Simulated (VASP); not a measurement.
These are PBE GGA, VASP's PBE PAW potentials (set 64) (plane waves; VASP) values and carry that method's errors.

A VASP calculation is set up with these files.

**KPOINTS**
```
k-points along high-symmetry lines
15
Line-mode
Reciprocal
  0.000000   0.000000   0.000000 ! GAMMA
  0.500000   0.000000   0.500000 ! X

  0.500000   0.000000   0.500000 ! X
  0.625000   0.250000   0.625000 ! U

  0.375000   0.375000   0.750000 ! K
  0.000000   0.000000   0.000000 ! GAMMA

  0.000000   0.000000   0.000000 ! GAMMA
  0.500000   0.500000   0.500000 ! L

  0.500000   0.500000   0.500000 ! L
  0.500000   0.250000   0.750000 ! W

  0.500000   0.250000   0.750000 ! W
  0.500000   0.000000   0.500000 ! X
```

**POSCAR**
```
BaF2
1
    0.0000000000     3.1442183821     3.1442183821
    3.1442183821     0.0000000000     3.1442183821
    3.1442183821     3.1442183821     0.0000000000
Ba F
1 2
Direct
  0.0000000000   0.0000000000   0.0000000000
  0.2500000000   0.2500000000   0.2500000000
  0.7500000000   0.7500000000   0.7500000000
```

### INCAR
```
ALGO = Normal
EDIFF = 1E-6
ENCUT = 520
GGA = PE
ICHARG = 11
ISMEAR = 0
LASPH = .True.
LCHARG = .False.
LMAXMIX = 4
LREAL = .False.
LWAVE = .False.
NELM = 100
PREC = Accurate
SIGMA = 0.05
SYSTEM = BaF2
```

POTCAR, in this order: Ba_sv F (PBE.64 set). Program: vasp_std. Read from the step before: CHGCAR.

What VASP printed:

File OSZICAR:
```
       N       E                     dE             d eps       ncg     rms          rms(c)
DAV:   1     0.157297629050E+03    0.15730E+03   -0.13049E+04  2880   0.139E+03
DAV:   2    -0.993636013252E+01   -0.16723E+03   -0.16242E+03  3952   0.282E+02
DAV:   3    -0.169962345684E+02   -0.70599E+01   -0.70529E+01  3728   0.675E+01
DAV:   4    -0.171373513918E+02   -0.14112E+00   -0.14110E+00  4040   0.755E+00
DAV:   5    -0.171404517077E+02   -0.31003E-02   -0.31003E-02  3888   0.766E-01
DAV:   6    -0.171404865069E+02   -0.34799E-04   -0.34799E-04  4016   0.705E-02
DAV:   7    -0.171404873013E+02   -0.79436E-06   -0.79436E-06  3240   0.713E-03
   1 F= -.17140487E+02 E0= -.17140487E+02  d E =-.255449E-21
```

**OUTCAR**
```
 val. band max:       -2.2330069361   @ k =   0.2143   0.2143   0.4286

 cond. band min:       4.3402648560   @ k =   0.0000   0.0000   0.0000



 k-point     1 :       0.0000    0.0000    0.0000
  band No.  band energies     occupation
      1     -25.4576      2.00000
      2     -21.1062      2.00000
      3     -21.1055      2.00000
      4     -10.3474      2.00000
      5     -10.3474      2.00000
      6     -10.3474      2.00000
      7      -3.6066      2.00000
      8      -3.6066      2.00000
      9      -3.6066      2.00000
     10      -2.2945      2.00000
     11      -2.2945      2.00000
     12      -2.2945      2.00000
     13       4.3403      0.00000
     14       6.7824      0.00000
     15       6.7824      0.00000
     16       8.8131      0.00000

 k-point     2 :       0.0357    0.0000    0.0357
  band No.  band energies     occupation
      1     -25.4550      2.00000
      2     -21.1091      2.00000
      3     -21.1069      2.00000
      4     -10.3518      2.00000
      5     -10.3518      2.00000
      6     -10.3460      2.00000
      7      -3.5982      2.00000
      8      -3.5982      2.00000
      9      -3.5928      2.00000
     10      -2.3156      2.00000
     11      -2.2928      2.00000
     12      -2.2928      2.00000
     13       4.3796      0.00000
     14       6.7666      0.00000
     15       6.7954      0.00000
     16       8.8002      0.00000

 k-point     3 :       0.0714    0.0000    0.0714
  band No.  band energies     occupation
      1     -25.4473      2.00000
      2     -21.1190      2.00000
      3     -21.1113      2.00000
      4     -10.3647      2.00000
      5     -10.3647      2.00000
      6     -10.3419      2.00000
      7      -3.5730      2.00000
      8      -3.5730      2.00000
      9      -3.5518      2.00000
     10      -2.3770      2.00000
     11      -2.2882      2.00000
     12      -2.2881      2.00000
     13       4.4949      0.00000
     14       6.7204      0.00000
...
```

The density is held fixed in this step, so its total energy and stress have no physical meaning. Unless said otherwise, spin-orbit coupling is left out, though it shifts the bands of the heavy elements here.

The compound is BaF2 in the fluorite structure. It was relaxed first.
